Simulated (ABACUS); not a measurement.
# Pr (Im-3m) in ABACUS: further runs

The runs below take Pr through single point, with PBE.

Program: ABACUS 3.10.1. These are calculated values, not measurements. Logs are shortened: lines on timing, memory, paths and dates and some standing lists are left out, and cuts for length are marked.

## (1) The crystal as given

Symmetry: Im-3m, No. 229, cubic system. The conventional cell has a = 4.195 Å, b = 4.195 Å, c = 4.195 Å, α = 90.00°, β = 90.00°, γ = 90.00°. Pr (site symmetry m-3m) is surrounded by 8 Pr at 3.63 Å.

This isn't the form of Pr at room conditions, which is double hcp.

## (2) Single point, PBE, collinear spin, ferromagnetic start

INPUT reads:

```
INPUT_PARAMETERS
suffix              Pr
calculation         scf
basis_type          lcao
pseudo_dir          ./
orbital_dir         ./
symmetry            1
dft_functional      pbe
ecutwfc             100
pseudo_rcut         10
nspin               2
nbands              10
ks_solver           genelpa
smearing_method     fd
smearing_sigma      0.00367493
scf_thr             1e-07
scf_nmax            100
mixing_type         broyden
mixing_beta         0.4
cal_force           1
cal_stress          1
out_mul             1
```

STRU reads:

```
ATOMIC_SPECIES
Pr 140.9077 Pr.upf

NUMERICAL_ORBITAL
Pr_confined-atom_8au_3s2p2d1f.orb

LATTICE_CONSTANT
1.8897261246

LATTICE_VECTORS
-2.0973721543 2.0973721543 2.0973721543
2.0973721543 -2.0973721543 2.0973721543
2.0973721543 2.0973721543 -2.0973721543

ATOMIC_POSITIONS
Direct

Pr
0.0
1
0.0000000000 0.0000000000 0.0000000000 1 1 1 mag 0
```

KPT reads:

```
K_POINTS
0
Gamma
9 9 9 0 0 0
```

Potentials or basis: PseudoDojo NC SR 0.4.1 PBE standard, lanthanides 3+ (f in core), DZP LCAO (the cutoffs set its grid).

The run is started by

```console
OMP_NUM_THREADS=1 mpirun -np 4 abacus > log
```

running log:

```text
ABACUS v3.10.1

               Atomic-orbital Based Ab-initio Computation at UStc

 ------------------------------------------------------------------------------------

 READING GENERAL INFORMATION
                           global_out_dir = OUT.Pr/
                           global_in_card = INPUT
                               pseudo_dir = ./
                              orbital_dir = ./
                                    DSIZE = 4
                                    GSIZE = 1

 READING UNITCELL INFORMATION
                                    ntype = 1
                  lattice constant (Bohr) = 1.88973
              lattice constant (Angstrom) = 1

 READING ATOM TYPE 1
                               atom label = Pr
                      L=0, number of zeta = 3
                      L=1, number of zeta = 2
                      L=2, number of zeta = 2
                      L=3, number of zeta = 1
             number of atom for this type = 1
               magnetization of element 1 = 0
          Autoset magnetism for this atom = 1

                        TOTAL ATOM NUMBER = 1
DIRECT COORDINATES
    atom                   x                   y                   z     mag                  vx                  vy                  vz
taud_Pr1            0.0000000000        0.0000000000        0.0000000000  1.0000        0.0000000000        0.0000000000        0.0000000000

                          Volume (Bohr^3) = 249.048
                             Volume (A^3) = 36.9051

 Lattice vectors: (Cartesian coordinate: in unit of a_0)
             -2.09737            +2.09737            +2.09737
             +2.09737            -2.09737            +2.09737
             +2.09737            +2.09737            -2.09737
 Reciprocal vectors: (Cartesian coordinate: in unit of 2 pi/a_0)
                   +0           +0.238394           +0.238394
            +0.238394                  +0           +0.238394
            +0.238394           +0.238394                  +0
 The esolver type has been set to : ksdft_lcao

                PAO radial cut off (Bohr) = 10

 Read in pseudopotential file is Pr.upf
                     pseudopotential type = NC
          exchange-correlation functional = PBE
                 nonlocal core correction = 1
                        valence electrons = 11
                                     lmax = 3
                           number of zeta = 4
                     number of projectors = 7
                           L of projector = 0
                           L of projector = 0
                           L of projector = 1
                           L of projector = 1
                           L of projector = 2
                           L of projector = 2
                           L of projector = 3
     initial pseudo atomic orbital number = 10
 The readin total magnetization is 1

 SETUP THE ELECTRONS NUMBER
            electron number of element Pr = 11
      total electron number of element Pr = 11
            AUTOSET number of electrons:  = 11
                           occupied bands = 6
                                   NLOCAL = 26
                                   NBANDS = 10
                                   NBANDS = 10
                                   NLOCAL = 26

%%%%%%%%%%%%%%%%%%%%%%%%%%%%%%%%%%%%%%%%%%%%%%%%%%%%%%%%%%%%%%%%%%%%%%%%%%%%%%%%%%%%%%%%%%%%%%%%%%%%%%%%%%
 Warning: the number of valence electrons in pseudopotential > 5 for Pr: [Xe] 4f3 6s2
 Pseudopotentials with additional electrons can yield (more) accurate outcomes, but may be less efficient.
 If you're confident that your chosen pseudopotential is appropriate, you can safely ignore this warning.
%%%%%%%%%%%%%%%%%%%%%%%%%%%%%%%%%%%%%%%%%%%%%%%%%%%%%%%%%%%%%%%%%%%%%%%%%%%%%%%%%%%%%%%%%%%%%%%%%%%%%%%%%%

 SETUP THE PLANE WAVE BASIS
 energy cutoff for charge/potential (unit:Ry) = 400
            fft grid for charge/potential = [ 45, 45, 45 ]
                        fft grid division = [ 3, 3, 3 ]
        big fft grid for charge/potential = [ 15, 15, 15 ]
                                     nbxx = 900
                                     nrxx = 24300

 SETUP PLANE WAVES FOR CHARGE/POTENTIAL
                    number of plane waves = 33573
                         number of sticks = 1403

 PARALLEL PW FOR CHARGE/POTENTIAL
[... 54 lines left out ...]
(for reciprocal lattice: )
                             BRAVAIS TYPE = 3
                     BRAVAIS LATTICE NAME = 03. Cubic F (face-centered)
                                    ibrav = 3
                       right hand lattice = 1
(for k-lattice: )
                             BRAVAIS TYPE = 3
                     BRAVAIS LATTICE NAME = 03. Cubic F (face-centered)
                                    ibrav = 3
                       right hand lattice = 1
                        ROTATION MATRICES = 48
                               nkstot_ibz = 35
K-POINTS REDUCTION ACCORDING TO SYMMETRY
     IBZ    DIRECT_X    DIRECT_Y    DIRECT_Z  WEIGHT  ibz2bz
       1  0.00000000  0.00000000  0.00000000  0.0014       0
       2 -0.11111111  0.11111111  0.00000000  0.0165       1
       3 -0.22222222  0.22222222  0.00000000  0.0165       2
       4 -0.33333333  0.33333333  0.00000000  0.0165       3
       5 -0.44444444  0.44444444  0.00000000  0.0165       4
       6 -0.22222222  0.11111111  0.11111111  0.0329      10
[... 22 lines left out ...]
      29 -0.44444444  0.44444444  0.22222222  0.0329     203
      30 -0.44444444  0.33333333  0.33333333  0.0329     204
[... 5 further k points ...]

                               nkstot now = 35
[... K-POINTS DIRECT COORDINATES: 35 rows ...]

           k-point number in this process = 35
       minimum distributed K point number = 35
[... stars of the k points ...]
                             nks(nspin=2) = 70
                          nkstot(nspin=2) = 70

[... K-POINTS CARTESIAN COORDINATES: 70 rows ...]

[... K-POINTS DIRECT COORDINATES: 70 rows ...]

 SETUP PLANE WAVES FOR WAVE FUNCTIONS
     energy cutoff for wavefunc (unit:Ry) = 100
              fft grid for wave functions = [ 45, 45, 45 ]
                    number of plane waves = 5979
                         number of sticks = 451

 PARALLEL PW FOR WAVE FUNCTIONS
     PROC   COLUMNS(POT)             PW
        1            113           1495
        2            112           1494
        3            113           1496
        4            113           1494
 --------------- sum -------------------
        4            451           5979

 SET NONLOCAL PSEUDOPOTENTIAL PROJECTORS
 max number of nonlocal projetors among all species is 7

 -------------------------------------------
 SELF-CONSISTENT
 -------------------------------------------

 SETUP SEARCHING RADIUS FOR PROGRAM TO SEARCH ADJACENT ATOMS
                  longest orb rcut (Bohr) = 8
   longest nonlocal projector rcut (Bohr) = 2.54
                     search radius (Bohr) = 21.1
              searching radius is (Bohr)) = 21.1
         searching radius unit is (Bohr)) = 1.89
                         PeriodicBoundary = 1
                        Radius(unit:lat0) = 11.2
                                   glayer = [ 5, 5, 5 ]
                             glayer_minus = [ 4, 4, 4 ]

Find the coordinate range of the input atom(unit:lat0).
                                  min_tau = [ -25.2, -25.2, -25.2 ]
                                  max_tau = [ 25.2, 25.2, 25.2 ]
                                BoxNumber = [ 9, 9, 9 ]

 SETUP EXTENDED REAL SPACE GRID FOR GRID INTEGRATION
                          real space grid = [ 45, 45, 45 ]
                 big cell numbers in grid = [ 15, 15, 15 ]
             meshcell numbers in big cell = [ 3, 3, 3 ]
                        extended fft grid = [ 22, 22, 22 ]
                dimension of extened grid = [ 60, 60, 60 ]
                            UnitCellTotal = 125
              Atom number in sub-FFT-grid = 1
    Local orbitals number in sub-FFT-grid = 26
                                ParaV.nnr = 10985
                                 init_chg = atomic

 LCAO ALGORITHM --------------- ION=   1  ELEC=   1--------------------------------
          total magnetism (Bohr mag/cell) = 0.489351
       absolute magnetism (Bohr mag/cell) = 0.489352
                        nelec for spin up = 5.74468
                      nelec for spin down = 5.25532
[... 181 lines left out ...]
 Density error is 7.81904663062e-08
----------------------------------------------------------
     Energy           Rydberg                 eV
----------------------------------------------------------
 E_KohnSham     -73.6809987718       -1002.4814176269
 E_KS(sigma->0) -73.6802585845       -1002.4713468632
 E_Harris       -73.6809982611       -1002.4814106784
 E_band         -5.1976855165        -70.7181394365
 E_one_elec     -9.6099982026        -130.7507333254
 E_Hartree      8.5909167468         116.8854188001
 E_xc           -17.1095592090       -232.7874955108
 E_Ewald        -55.5508777325       -755.8084660633
 E_entropy(-TS) -0.0014803744        -0.0201415275
 E_descf        0.0000000000         0.0000000000
 E_exx          0.0000000000         0.0000000000
 E_Fermi        0.7714692479         10.4963776032
----------------------------------------------------------

 charge density convergence is achieved
 final etot is -1002.4814176 eV
 EFERMI = 10.496377603 eV

 STATE ENERGY(eV) AND OCCUPATIONS    NSPIN == 2
SPIN UP :
 1/35 kpoint (Cartesian) = 0.0000 0.0000 0.0000 (1048 pws)
       1       -26.0599     0.00137174
       2       -7.47916     0.00137174
       3       -7.47916     0.00137174
       4       -7.47916     0.00137174
       5        6.63648     0.00137174
       6        11.7788    9.96796e-15
       7        11.7788    9.96796e-15
       8        11.7788    9.96796e-15
       9        13.9758    8.22427e-34
      10        13.9758    8.22427e-34
[... 49 lines left out ...]
 6/35 kpoint (Cartesian) = 0.052976 -0.026488 -0.026488 (1050 pws)
       1       -26.0181      0.0329218
       2       -7.82669      0.0329218
       3       -7.56468      0.0329218
       4       -7.51103      0.0329218
       5        7.61107      0.0329218
       6        11.2335    1.30420e-08
       7        11.2731    5.90251e-09
       8        12.9347    2.18203e-23
       9        13.2861    1.93287e-26
      10        14.1772    3.51494e-34

[... levels at 64 further k points ...]

-------------------------------------------------
 Total Magnetism (uB)
-------------------------------------------------
                        Pr1         0.2638839573
-------------------------------------------------

 correction force for each atom along direction 1 is 4.02381e-15
 correction force for each atom along direction 2 is 7.24423e-15
 correction force for each atom along direction 3 is 4.12684e-15
------------------------------------------------------------------------------------------
 TOTAL-FORCE (eV/Angstrom)
------------------------------------------------------------------------------------------
                       Pr1         0.0000000000         0.0000000000         0.0000000000
------------------------------------------------------------------------------------------

----------------------------------------------------------------
 TOTAL-STRESS (KBAR)
----------------------------------------------------------------
        -5.7384956961        -0.0000000000        -0.0000000000
        -0.0000000000        -5.7384956961         0.0000000000
         0.0000000000         0.0000000000        -5.7384956961
----------------------------------------------------------------
 TOTAL-PRESSURE: -5.738496 KBAR

 --------------------------------------------
 !FINAL_ETOT_IS -1002.4814176269073869 eV
 --------------------------------------------
```

Run time: 9.3 s. Hardware: 4 MPI ranks of AMD EPYC 7B13 (Zen 3), shared host; peak memory 0.4 GiB.

Results:

```
Free energy            : -1002.4814 eV
Band gap on the k mesh : none (metal or under the smearing width)
Net moment             : 0.26 μB per cell
Absolute moment        : 0.26 μB per cell
Site moments           : Pr +0.26 μB
```

Levels at points of the mesh, in eV from the Fermi level:
Spin up:
```csv
k point,band 2,band 3,band 4,band 5,band 6,band 7,band 8,band 9,band 10
"(0.00, 0.00, 0.00)",-17.98,-17.98,-17.98,-3.86,1.28,1.28,1.28,3.48,3.48
```
Spin down:
```tsv
k point	band 2	band 3	band 4	band 5	band 6	band 7	band 8	band 9
(0.00, 0.00, 0.00)	-17.89	-17.89	-17.89	-3.67	1.47	1.47	1.47	3.57
```

Caveat: the atomic orbitals were generated for these runs and aren't a published set; the magnetic or orbital state may not be the lowest; all typed moments are zero, and the program then starts from 1 μB on every atom; spin-orbit coupling is left out, which moves the levels of the heavy elements; the 4f electrons are frozen in the core as for a trivalent ion, so they carry no moment and show no levels; the basis of atomic orbitals isn't converged, which shifts pressures, moduli and gaps. The state reached can hang on the start; a lower one may exist.

## (3) Single point, PBE, collinear spin, ferromagnetic start (cell strained at random at fixed volume)

INPUT is that of step 2.

STRU reads:

```
ATOMIC_SPECIES
Pr 140.9077 Pr.upf

NUMERICAL_ORBITAL
Pr_confined-atom_8au_3s2p2d1f.orb

LATTICE_CONSTANT
1.8897261246

LATTICE_VECTORS
-2.1180160000 2.1415750000 2.1355920000
2.0921770000 -2.0939050000 2.0620820000
2.0889270000 2.0648160000 -2.0879210000

ATOMIC_POSITIONS
Direct

Pr
0.0
1
0.0009280000 0.0054970000 0.0076390000 1 1 1 mag 0
```

KPT is that of step 2.

Potentials or basis: PseudoDojo NC SR 0.4.1 PBE standard, lanthanides 3+ (f in core), DZP LCAO (the cutoffs set its grid).

The run is started by

```console
OMP_NUM_THREADS=1 mpirun -np 4 abacus > log
```

running log:

```text
ABACUS v3.10.1

               Atomic-orbital Based Ab-initio Computation at UStc

 ------------------------------------------------------------------------------------

 READING GENERAL INFORMATION
                           global_out_dir = OUT.Pr/
                           global_in_card = INPUT
                               pseudo_dir = ./
                              orbital_dir = ./
                                    DSIZE = 4
                                    GSIZE = 1

 READING UNITCELL INFORMATION
                                    ntype = 1
                  lattice constant (Bohr) = 1.88973
              lattice constant (Angstrom) = 1

 READING ATOM TYPE 1
                               atom label = Pr
                      L=0, number of zeta = 3
                      L=1, number of zeta = 2
                      L=2, number of zeta = 2
                      L=3, number of zeta = 1
             number of atom for this type = 1
               magnetization of element 1 = 0
          Autoset magnetism for this atom = 1

                        TOTAL ATOM NUMBER = 1
DIRECT COORDINATES
    atom                   x                   y                   z     mag                  vx                  vy                  vz
[... 480 lines left out ...]
 1/365 kpoint (Cartesian) = 0.0000 0.0000 0.0000 (1048 pws)
       1       -26.0566     0.00137174
       2       -7.49232     0.00137174
       3       -7.46856     0.00137174
       4       -7.45901     0.00137174
       5        6.65332     0.00137174
       6        11.6699    7.65070e-14
       7        11.7004    4.15759e-14
       8        11.9932    1.18953e-16
       9        13.9659    8.72617e-34
      10        14.0259    2.62495e-34
[... 49 lines left out ...]
 6/365 kpoint (Cartesian) = 0.026738 -0.00011695 0.026636 (1049 pws)
       1       -26.0409     0.00274348
       2       -7.60095     0.00274348
       3       -7.52127     0.00274348
       4       -7.47394     0.00274348
       5        7.01191     0.00274348
       6        11.5216    2.96643e-12
       7        11.7916    1.34154e-14
       8        12.0798    4.21288e-17
       9        13.6276    1.51286e-30
      10        13.9626    1.86519e-33

[... levels at 724 further k points ...]

-------------------------------------------------
 Total Magnetism (uB)
-------------------------------------------------
                        Pr1         0.2185305436
-------------------------------------------------

 correction force for each atom along direction 1 is -1.54764e-07
 correction force for each atom along direction 2 is -3.23721e-10
 correction force for each atom along direction 3 is 5.69793e-08
------------------------------------------------------------------------------------------
 TOTAL-FORCE (eV/Angstrom)
------------------------------------------------------------------------------------------
                       Pr1         0.0000000000         0.0000000000         0.0000000000
------------------------------------------------------------------------------------------

----------------------------------------------------------------
 TOTAL-STRESS (KBAR)
----------------------------------------------------------------
        -7.0345605892         1.7353785104         1.5351032965
         1.7353785104        -4.8188257411        -2.8700124592
         1.5351032965        -2.8700124592        -5.5842791878
----------------------------------------------------------------
 TOTAL-PRESSURE: -5.812555 KBAR

 --------------------------------------------
 !FINAL_ETOT_IS -1002.4801795248441749 eV
 --------------------------------------------
```

It took 22 s on 4 MPI ranks of AMD EPYC 7B13 (Zen 3), shared host; peak memory 0.6 GiB.

What came out:

```yaml
Free_energy: -1002.4802 eV
Band_gap_on_the_k_mesh: none (metal or under the smearing width)
Net_moment: 0.22 μB per cell
Absolute_moment: 0.22 μB per cell
Site_moments: Pr +0.22 μB
```

Caveat: the atomic orbitals were generated for these runs and aren't a published set; the magnetic or orbital state may not be the lowest; all typed moments are zero, and the program then starts from 1 μB on every atom; spin-orbit coupling is left out, which moves the levels of the heavy elements; the 4f electrons are frozen in the core as for a trivalent ion, so they carry no moment and show no levels; the basis of atomic orbitals isn't converged, which shifts pressures, moduli and gaps. The state reached can hang on the start; a lower one may exist.
